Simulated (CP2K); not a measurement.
The system is InSe.

```
In Se
1.0
     4.04733    0.00000    0.00000
    -2.02366    3.50509    0.00000
     0.00000    0.00000   18.05206
In Se
4 4
Cartesian
  0.0000 2.3367 1.3971
  0.0000 2.3367 16.6550
  0.0000 0.0000 7.6289
  0.0000 0.0000 10.4231
  0.0000 2.3367 6.3721
  0.0000 2.3367 11.6800
  2.0237 1.1684 2.6537
  2.0237 1.1684 15.3984
```

Measurements of this composition are mostly on another form, of space group No. 160.

Base run:

- Program: CP2K 2026.2
- Functional: r2SCAN
- Potentials or basis: POTENTIAL_UZH In GTH-SCAN-q13, Se GTH-SCAN-q6; TZVP-MOLOPT-SCAN-GTH basis
- Density cutoff: 9184 eV
- k mesh: 8 × 8 × 2
- Occupations: fermi-dirac, width 0.01 eV
- Spin: no spin polarisation

Its results: band gap on the k mesh 1.04 eV, direct; pressure -0.2 GPa; largest force 0.083 eV/Å.

Task: The run is repeated on the same cell with these changes: functional from r2SCAN to TASK. What comes out?

Result: Band gap on the k mesh 1.42 eV, direct; pressure 1.6 GPa; largest force 0.213 eV/Å.

Caveats: spin-orbit coupling is left out, which moves the levels of the heavy elements; the basis of atomic orbitals isn't converged, which shifts pressures, moduli and gaps; the potentials were made for another functional, which shifts forces and pressure (some runs).
